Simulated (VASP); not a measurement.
# Al2Pt (Fm-3m) in VASP: a series of runs

One crystal, Al2Pt, is run at these levels: PBEsol; tasks: equation of state.

Program: VASP 6.6.1. These are calculated values, not measurements. Logs are shortened: lines on timing, memory, paths and dates and some standing lists are left out, and cuts for length are marked.

## 1. Starting point

The structure is cubic, space group Fm-3m (No. 225). The conventional cell has a = 5.896 Å, b = 5.896 Å, c = 5.896 Å, α = 90.00°, β = 90.00°, γ = 90.00°. Pt (site symmetry m-3m) is surrounded by 8 Al at 2.55 Å. Al (site symmetry -43m) is surrounded by 4 Pt at 2.55 Å.

## 2. Equation of state, PBEsol, 16.40 Å³/atom (a relaxed cell with its volume scaled by 0.96)

The input, INCAR:

```
SYSTEM = Al2Pt
PREC = Accurate
ENCUT = 520
EDIFF = 1E-6
ISMEAR = -1
SIGMA = 0.05
LREAL = .FALSE.
LASPH = .TRUE.
NELM = 80
ALGO = Normal
ISIF = 2
LWAVE = .FALSE.
LCHARG = .FALSE.
GGA = PS
```

The input, KPOINTS:

```
Automatic mesh
0
G
  8 8 8
  0 0 0
```

The input, POSCAR:

```
Al2Pt                                   
1.0
   -0.0000000000      2.9081831618      2.9081831618
    2.9081831618     -0.0000000000      2.9081831618
    2.9081831618      2.9081831618     -0.0000000000
  Pt              Al            
     1     2
Direct
     0.0000000000000000    0.0000000000000000    0.0000000000000000
     0.7500000000000000    0.7500000000000000    0.7500000000000000
     0.2500000000000000    0.2500000000000000    0.2500000000000000
```

Potentials or basis: VASP PAW PBE potentials, release 64 (Pt, Al).

On the command line:

```sh
cat potpaw_PBE.64/Pt/POTCAR potpaw_PBE.64/Al/POTCAR > POTCAR
mpirun -np 1 vasp_std > vasp.out
```

OUTCAR:

```text
SYSTEM = Al2Pt
   PREC = Accurate
   ENCUT = 520
   EDIFF = 1E-6
   ISMEAR = -1
   LREAL = .FALSE.
   LASPH = .TRUE.
   NELM = 80
   ISIF = 2
   GGA = PS

 ion  position               nearest neighbor table
   1  0.000  0.000  0.000-   2 2.52   2 2.52   2 2.52   2 2.52   3 2.52   3 2.52   3 2.52   3 2.52

   2  0.750  0.750  0.750-   1 2.52   1 2.52   1 2.52   1 2.52   3 2.91   3 2.91   3 2.91   3 2.91
                             3 2.91   3 2.91
   3  0.250  0.250  0.250-   1 2.52   1 2.52   1 2.52   1 2.52   2 2.91   2 2.91   2 2.91   2 2.91
                             2 2.91   2 2.91

  LATTYP: Found a face centered cubic cell.
 ALAT       =     5.8163663236

  Lattice vectors:

 A1 = (   0.0000000000,   2.9081831618,   2.9081831618)
 A2 = (   2.9081831618,   0.0000000000,   2.9081831618)
 A3 = (   2.9081831618,   2.9081831618,   0.0000000000)

Analysis of symmetry for initial positions (statically):
=====================================================================
 Subroutine PRICEL returns:
 Original cell was already a primitive cell.

 Routine SETGRP: Setting up the symmetry group for a
 face centered cubic supercell.

 Subroutine GETGRP returns: Found 48 space group operations
 (whereof 48 operations were pure point group operations)
 out of a pool of 48 trial point group operations.

The static configuration has the point symmetry O_h .

Analysis of symmetry for dynamics (positions and initial velocities):
=====================================================================
 Subroutine PRICEL returns:
 Original cell was already a primitive cell.

 Routine SETGRP: Setting up the symmetry group for a
 face centered cubic supercell.

 Subroutine GETGRP returns: Found 48 space group operations
 (whereof 48 operations were pure point group operations)
 out of a pool of 48 trial point group operations.

The dynamic configuration has the point symmetry O_h .

 Subroutine INISYM returns: Found 48 space group operations
 (whereof 48 operations are pure point group operations),
 and found     1 'primitive' translations

----------------------------------------------------------------------------------------

                                     Primitive cell

  volume of cell :      49.1921

  direct lattice vectors                    reciprocal lattice vectors
     0.000000000  2.908183162  2.908183162    -0.171928648  0.171928648  0.171928648
     2.908183162  0.000000000  2.908183162     0.171928648 -0.171928648  0.171928648
     2.908183162  2.908183162  0.000000000     0.171928648  0.171928648 -0.171928648

  length of vectors
     4.112792069  4.112792069  4.112792069     0.297789154  0.297789154  0.297789154

  position of ions in fractional coordinates (direct lattice)
     0.000000000  0.000000000  0.000000000
     0.750000000  0.750000000  0.750000000
     0.250000000  0.250000000  0.250000000

  ion indices of the primitive-cell ions
   primitive index   ion index
                 1           1
                 2           2
                 3           3

----------------------------------------------------------------------------------------

 KPOINTS: Automatic mesh

Automatic generation of k-mesh.
 Grid dimensions read from file:
 generate k-points for:    8    8    8

 Generating k-lattice:

  Cartesian coordinates                     Fractional coordinates (reciprocal lattice)
    -0.021491081  0.021491081  0.021491081     0.125000000  0.000000000  0.000000000
     0.021491081 -0.021491081  0.021491081     0.000000000  0.125000000  0.000000000
     0.021491081  0.021491081 -0.021491081     0.000000000  0.000000000  0.125000000

  Length of vectors
     0.037223644  0.037223644  0.037223644

  Shift w.r.t. Gamma in fractional coordinates (k-lattice)
     0.000000000  0.000000000  0.000000000

 Subroutine IBZKPT returns following result:
 ===========================================

 Found     29 irreducible k-points:

 Following reciprocal coordinates:
            Coordinates               Weight
  0.000000  0.000000  0.000000      1.000000
  0.125000  0.000000  0.000000      8.000000
  0.250000  0.000000  0.000000      8.000000
  0.375000  0.000000  0.000000      8.000000
  0.500000  0.000000  0.000000      4.000000
  0.125000  0.125000  0.000000      6.000000
[... 16 lines left out ...]
  0.500000  0.250000  0.125000     48.000000
 -0.375000  0.250000  0.125000     24.000000
 [... further k-points ...]
   k-points           NKPTS =     29   k-points in BZ     NKDIM =     29   number of bands    NBANDS=     12
   number of dos      NEDOS =    301   number of ions     NIONS =      3
   total plane-waves  NPLWV =  32768
   dimension x,y,z NGX =    32 NGY =   32 NGZ =   32
   dimension x,y,z NGXF=    64 NGYF=   64 NGZF=   64
   ions per type =               1   2
   NGX,Y,Z   is equivalent  to a cutoff of  12.93, 12.93, 12.93 a.u.
   NGXF,Y,Z  is equivalent  to a cutoff of  25.87, 25.87, 25.87 a.u.
 SYSTEM =  Al2Pt
   PREC   = accura    normal or accurate (medium, high low for compatibility)
   ISTART =      0    job   : 0-new  1-cont  2-samecut
   ICHARG =      2    charge: 1-file 2-atom 10-const
   ISPIN  =      1    spin polarized calculation?
   LNONCOLLINEAR =      F non collinear calculations
   LSORBIT =      F    spin-orbit coupling
   LASPH  =      T    aspherical Exc in radial PAW
   ENCUT  =  520.0 eV  38.22 Ry    6.18 a.u.   7.65  7.65  7.65*2*pi/ulx,y,z
   NELM   =     80;   NELMIN=  2; NELMDL= -5     # of ELM steps
   EDIFF  = 0.1E-05   stopping-criterion for ELM
   LREAL  =      F    real-space projection
   EDIFFG = 0.1E-04   stopping-criterion for IOM
   NSW    =      0    number of steps for IOM
   IBRION =     -1    ionic relax: 0-MD 1-quasi-New 2-CG
   NFREE  =      0    steps in history (QN), initial steepest desc. (CG)
   ISIF   =      2    stress and relaxation
   ISYM   =      2    0-nonsym 1-usesym 2-fastsym
   POTIM  = 0.5000    time-step for ionic-motion
   TEBEG  =    0.0;   TEEND  =   0.0 temperature during run
   PSTRESS=    0.0 pullay stress
   NELECT =      16.0000    total number of electrons
   NUPDOWN=      -1.0000    fix difference up-down
   EMIN   =  10.00;   EMAX   =-10.00  energy-range for DOS
   EFERMI =   0.00;   METHOD = LEGACY
   ISMEAR =    -1;   SIGMA  =   0.05  broadening in eV -4-tet -1-fermi 0-gaus
   EFERMI_NEDOS =   21; number of points for ismear=-14 and -15
   IALGO  =     38    algorithm
   IMIX   =      4    mixing-type and parameters
     AMIX     =   0.40;   BMIX     =  1.00
     AMIX_MAG =   1.60;   BMIX_MAG =  1.00
  volume/ion in A,a.u.               =      16.40       110.65
  Fermi-wavevector in a.u.,A,eV,Ry     =   1.125857  2.127560 17.246106  1.267553
  Thomas-Fermi vector in A             =   2.262536
   LORBIT       =      0    0 simple, 1 ext, 2 COOP (PROOUT), +10 PAW based schemes
   GGA     = PS    functional components
   LHFCALC =     F    Hartree Fock is set to
   AEXX    =    0.0000 exact exchange contribution
   IVDW    =     0    specifies the selected vdW correction
   LEPSILON=     F    determine dielectric tensor
   LRPA    =     F    only Hartree local field effects (RPA)
 non-spin polarized calculation
  energy-cutoff  :      520.00
  volume of cell :       49.19
 maximum number of plane-waves:      1363
   NGX = 15   NGY = 15   NGZ = 15

 number of electron      16.0000000 magnetization

 Free energy of the ion-electron system (eV)
  ---------------------------------------------------
  ext. energy  EPLUGINS =         0.00000000
  ---------------------------------------------------
  free energy    TOTEN  =       -17.71757251 eV

  energy without entropy =      -17.70571553  energy(sigma->0) =      -17.71164402

 E-fermi :   8.3407     XC(G=0): -11.0238

 val. band max:        8.2827861867   @ k =   0.3750   0.2500   0.0000
 cond. band min:       8.3732557299   @ k =  -0.3750   0.1250   0.0000
 fundamental gap:      0.0904695432
 Fermi energy:         8.3406889679

 k-point     1 :       0.0000    0.0000    0.0000
  band No.  band energies     occupation
      1      -2.2141      2.00000
      2       3.0522      2.00000
      3       3.0522      2.00000
      4       3.0522      2.00000
      5       4.4641      2.00000
      6       4.4641      2.00000
      7      11.7236      0.00000
      8      12.1958      0.00000
      9      12.1958      0.00000
     10      12.1958      0.00000
     11      14.0715      0.00000
     12      14.0715      0.00000

 k-point     2 :       0.1250    0.0000    0.0000
  band No.  band energies     occupation
      1      -1.9912      2.00000
      2       2.9311      2.00000
      3       3.1258      2.00000
      4       3.1258      2.00000
      5       4.4399      2.00000
      6       4.4399      2.00000
      7      10.0621      0.00000
      8      11.6913      0.00000
      9      11.6913      0.00000
     10      12.0112      0.00000
     11      14.4110      0.00000
     12      14.4874      0.00000

 k-point     3 :       0.2500    0.0000    0.0000
  band No.  band energies     occupation
      1      -1.3499      2.00000
      2       2.6452      2.00000
      3       3.2785      2.00000
      4       3.2785      2.00000
      5       4.4465      2.00000
      6       4.4465      2.00000
      7       7.4465      2.00000
      8      10.6999      0.00000
      9      10.6999      0.00000
     10      12.3836      0.00000
     11      14.0202      0.00000
     12      14.0298      0.00000
[... 286 lines left out ...]
 k-point    23 :       0.5000    0.2500    0.1250
  band No.  band energies     occupation
      1       0.1560      2.00000
      2       2.2500      2.00000
      3       3.2612      2.00000
      4       3.7194      2.00000
      5       4.3237      2.00000
      6       4.5949      2.00000
      7       5.4620      2.00000
      8       7.4772      2.00000
      9       8.9706      0.00001
     10      12.4691      0.00000
     11      13.7184      0.00000
     12      14.7005      0.00000

 k-point    24 :      -0.3750    0.2500    0.1250
  band No.  band energies     occupation
      1       0.8095      2.00000
      2       2.0868      2.00000
      3       3.1977      2.00000
      4       3.7334      2.00000
      5       4.0284      2.00000
      6       4.6907      2.00000
      7       4.9842      2.00000
      8       7.3827      2.00000
      9       8.4865      0.10280
     10      12.3282      0.00000
     11      13.8181      0.00000
     12      15.3989      0.00000

 [... further k-points ...]
[... 5 lines left out ...]
  --------------------------------------------------------------------------------------
  -------------------------------------------------------------------------------------
  Total        1.9164099      1.9164099      1.9164099      0.0000000      0.0000000      0.0000000
  in kB       62.4171200     62.4171200     62.4171200      0.0000000      0.0000000      0.0000000
  external PRESSURE =      62.4171200 kB  Pullay stress =       0.0000000 kB

 VOLUME and BASIS-vectors are now :
 -----------------------------------------------------------------------------
  energy-cutoff  :      520.00
  volume of cell :       49.19
      direct lattice vectors                 reciprocal lattice vectors
     0.000000000  2.908183162  2.908183162    -0.171928648  0.171928648  0.171928648
     2.908183162  0.000000000  2.908183162     0.171928648 -0.171928648  0.171928648
     2.908183162  2.908183162  0.000000000     0.171928648  0.171928648 -0.171928648

 POSITION                                       TOTAL-FORCE (eV/Angst)
 -----------------------------------------------------------------------------------
      0.00000      0.00000      0.00000         0.000000     -0.000000      0.000000
      4.36227      4.36227      4.36227         0.000000      0.000000     -0.000000
      1.45409      1.45409      1.45409        -0.000000     -0.000000      0.000000
 -----------------------------------------------------------------------------------
    total drift:                                0.000000     -0.000000      0.000000

  FREE ENERGIE OF THE ION-ELECTRON SYSTEM (eV)
  ---------------------------------------------------
  free  energy   TOTEN  =       -17.7175725091 eV

  energy  without entropy=      -17.7057155344  energy(sigma->0) =      -17.71164402
```

It took 12 s on 1 thread of Intel Xeon Platinum 8259CL at 2.50GHz (Skylake/Cascade Lake), shared host; peak memory 0.18 GiB.

Results:

- Free energy: -17.7176 eV
- Pressure: 6.2 GPa
- Band gap on the k mesh: none (metal or under the smearing width)

Caveat: the PAW data sets were made with another functional, which shifts forces and pressure a little.

## 3. Equation of state, PBEsol, 16.74 Å³/atom (a relaxed cell with its volume scaled by 0.98)

INCAR is that of step 2.

KPOINTS is that of step 2.

The input, POSCAR:

```
Al2Pt                                   
1.0
   -0.0000000000      2.9282402312      2.9282402312
    2.9282402312     -0.0000000000      2.9282402312
    2.9282402312      2.9282402312     -0.0000000000
  Pt              Al            
     1     2
Direct
     0.0000000000000000    0.0000000000000000    0.0000000000000000
     0.7500000000000000    0.7500000000000000    0.7500000000000000
     0.2500000000000000    0.2500000000000000    0.2500000000000000
```

Potentials or basis: VASP PAW PBE potentials, release 64 (Pt, Al).

On the command line:

```sh
cat potpaw_PBE.64/Pt/POTCAR potpaw_PBE.64/Al/POTCAR > POTCAR
mpirun -np 1 vasp_std > vasp.out
```

Run time: 12 s. Hardware: 1 thread of Intel Xeon Platinum 8259CL at 2.50GHz (Skylake/Cascade Lake), shared host; peak memory 0.18 GiB.

Results (log left out):

| Quantity | Value |
| --- | --- |
| Free energy | -17.7469 eV |
| Pressure | 3.0 GPa |
| Band gap on the k mesh | none (metal or under the smearing width) |

Caveat: the PAW data sets were made with another functional, which shifts forces and pressure a little.

## 4. Equation of state, PBEsol, 17.08 Å³/atom

INCAR is that of step 3.

KPOINTS is that of step 3.

The input, POSCAR:

```
Al2Pt                                   
1.0
   -0.0000000000      2.9480262383      2.9480262383
    2.9480262383     -0.0000000000      2.9480262383
    2.9480262383      2.9480262383     -0.0000000000
  Pt              Al            
     1     2
Direct
     0.0000000000000000    0.0000000000000000    0.0000000000000000
     0.7500000000000000    0.7500000000000000    0.7500000000000000
     0.2500000000000000    0.2500000000000000    0.2500000000000000
```

On the command line:

```sh
cat potpaw_PBE.64/Pt/POTCAR potpaw_PBE.64/Al/POTCAR > POTCAR
mpirun -np 1 vasp_std > vasp.out
```

It took 11 s on 1 thread of Intel Xeon Platinum 8259CL at 2.50GHz (Skylake/Cascade Lake), shared host; peak memory 0.18 GiB.

It converged, with:

```yaml
Free_energy: -17.7563 eV
Pressure: 0.0 GPa
Band_gap_on_the_k_mesh: none (metal or under the smearing width)
```

Caveat: the PAW data sets were made with another functional, which shifts forces and pressure a little.

## 5. Equation of state, PBEsol, 17.42 Å³/atom (a relaxed cell with its volume scaled by 1.02)

INCAR is that of step 4.

KPOINTS is that of step 4.

The input, POSCAR:

```
Al2Pt                                   
1.0
   -0.0000000000      2.9675501599      2.9675501599
    2.9675501599     -0.0000000000      2.9675501599
    2.9675501599      2.9675501599     -0.0000000000
  Pt              Al            
     1     2
Direct
     0.0000000000000000    0.0000000000000000    0.0000000000000000
     0.7500000000000000    0.7500000000000000    0.7500000000000000
     0.2500000000000000    0.2500000000000000    0.2500000000000000
```

On the command line:

```sh
cat potpaw_PBE.64/Pt/POTCAR potpaw_PBE.64/Al/POTCAR > POTCAR
mpirun -np 1 vasp_std > vasp.out
```

Run time: 12 s. Hardware: 1 thread of Intel Xeon Platinum 8259CL at 2.50GHz (Skylake/Cascade Lake), shared host; peak memory 0.18 GiB.

Results (log left out):

```yaml
Free_energy: -17.7478 eV
Pressure: -2.6 GPa
Band_gap_on_the_k_mesh: none (metal or under the smearing width)
```

Caveat: the PAW data sets were made with another functional, which shifts forces and pressure a little.

## 6. Equation of state, PBEsol, 17.76 Å³/atom (a relaxed cell with its volume scaled by 1.04)

INCAR is that of step 5.

KPOINTS is that of step 5.

The input, POSCAR:

```
Al2Pt                                   
1.0
   -0.0000000000      2.9868205061      2.9868205061
    2.9868205061     -0.0000000000      2.9868205061
    2.9868205061      2.9868205061     -0.0000000000
  Pt              Al            
     1     2
Direct
     0.0000000000000000    0.0000000000000000    0.0000000000000000
     0.7500000000000000    0.7500000000000000    0.7500000000000000
     0.2500000000000000    0.2500000000000000    0.2500000000000000
```

Potentials or basis: VASP PAW PBE potentials, release 64 (Pt, Al).

On the command line:

```sh
cat potpaw_PBE.64/Pt/POTCAR potpaw_PBE.64/Al/POTCAR > POTCAR
mpirun -np 1 vasp_std > vasp.out
```

Wall time 12 s (1 thread of Intel Xeon Platinum 8259CL at 2.50GHz (Skylake/Cascade Lake), shared host); peak memory 0.18 GiB.

It converged, with:

```
Free energy            : -17.7234 eV
Pressure               : -5.0 GPa
Band gap on the k mesh : none (metal or under the smearing width)
```

Caveat: the PAW data sets were made with another functional, which shifts forces and pressure a little.

## 7. Equation of state, PBEsol

No new run: the results of the series are fitted here.

Results:

- Equilibrium volume: 17.08 Å³/atom
- Bulk modulus: 139 GPa
- Pressure derivative of the bulk modulus: 4.5 (rough: it moves with the points fitted)

Energy against volume, from the lowest point:
```csv
volume (Å³/atom),energy (meV/atom)
16.397,12.89
16.739,3.13
17.081,0.00
17.422,2.82
17.764,10.97
```

Caveat: the PAW data sets were made with another functional, which shifts forces and pressure a little.
